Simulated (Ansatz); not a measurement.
Relaxed (101) slab cut from C (space group P6_3/mmc (No. 194)); the slab's formula is C, its outer planes C (top) and C (bottom):

```yaml
crystal:
  lattice:
    - [2.49881, 0.00000, 0.00000]
    - [-1.24941, 4.68995, 0.00000]
    - [0.00000, 0.00000, 25.48058]
  atoms:
    - { symbol: C, position: [0.27982, 0.55973, 0.30341] }
    - { symbol: C, position: [0.83270, 0.66545, 0.32788] }
    - { symbol: C, position: [0.12248, 0.24493, 0.34449] }
    - { symbol: C, position: [0.69499, 0.38997, 0.36247] }
    - { symbol: C, position: [0.96586, 0.93176, 0.36476] }
    - { symbol: C, position: [0.45392, 0.90785, 0.40153] }
    - { symbol: C, position: [0.72445, 0.44889, 0.41947] }
    - { symbol: C, position: [0.30980, 0.61959, 0.43297] }
    - { symbol: C, position: [0.57465, 0.14932, 0.44471] }
    - { symbol: C, position: [0.06088, 0.12176, 0.47955] }
    - { symbol: C, position: [0.33113, 0.66224, 0.49218] }
    - { symbol: C, position: [0.91406, 0.82812, 0.50782] }
    - { symbol: C, position: [0.18431, 0.36862, 0.52045] }
    - { symbol: C, position: [0.67053, 0.34105, 0.55529] }
    - { symbol: C, position: [0.93539, 0.87078, 0.56703] }
    - { symbol: C, position: [0.52073, 0.04147, 0.58053] }
    - { symbol: C, position: [0.79127, 0.58252, 0.59847] }
    - { symbol: C, position: [0.27932, 0.55860, 0.63524] }
    - { symbol: C, position: [0.55018, 0.10038, 0.63753] }
    - { symbol: C, position: [0.12270, 0.24543, 0.65551] }
    - { symbol: C, position: [0.41248, 0.82490, 0.67211] }
    - { symbol: C, position: [0.96535, 0.93061, 0.69659] }
```

Theory: DFT PBEsol, scalar-relativistic, plane waves, PAW (Ansatz 0.2.0). Settings: cutoff 420 eV, Γ-centred mesh 11×6×1 on the computed 22-atom cell, Gaussian smearing of 0.05 eV; no spin polarisation. A dipole correction removes the field between periodic images along c.

The potential is the smooth part; its values at the atoms depend on the PAW datasets.

(1) How does the plane-averaged electrostatic potential energy of an electron run along c, counted from the Fermi level?

Answers

(1)
```
z (Å) V (eV)
 2.83    5.07
 3.11    5.07
 3.40    5.07
 3.68    5.07
 3.96    5.07
 4.25    5.07
 4.53    5.07
 4.81    5.07
 5.10    5.06
 5.38    5.06
 5.66    5.04
 5.95    5.00
 6.23    4.90
 6.51    4.66
 6.79    4.06
 7.08    2.53
 7.36   -1.16
 7.64   -5.32
 7.93   -8.24
 8.21  -10.44
 8.49  -13.11
 8.78  -15.55
 9.06  -17.50
 9.34  -15.76
 9.63  -10.54
 9.91   -8.06
10.19  -10.62
10.48  -13.76
10.76  -15.86
11.04  -16.63
11.32  -13.77
11.61   -9.22
11.89   -8.53
12.17  -12.43
12.46  -15.65
12.74  -16.36
13.02  -15.65
13.31  -12.43
13.59   -8.53
13.87   -9.22
14.16  -13.77
14.44  -16.63
14.72  -15.86
15.01  -13.77
15.29  -10.62
15.57   -8.07
15.85  -10.54
16.14  -15.76
16.42  -17.50
16.70  -15.55
16.99  -13.11
17.27  -10.44
17.55   -8.24
17.84   -5.32
18.12   -1.16
18.40    2.53
18.69    4.06
18.97    4.66
19.25    4.90
19.54    5.00
19.82    5.04
20.10    5.06
20.38    5.06
20.67    5.07
20.95    5.07
21.23    5.07
21.52    5.07
21.80    5.07
22.08    5.07
22.37    5.07
22.65    5.07
```

The vacuum level lies 5.07 eV above the Fermi level.

Cost: 1 run of about 22 core-minutes, on Intel Xeon Platinum 8259CL (Skylake/Cascade Lake) (shared hosts).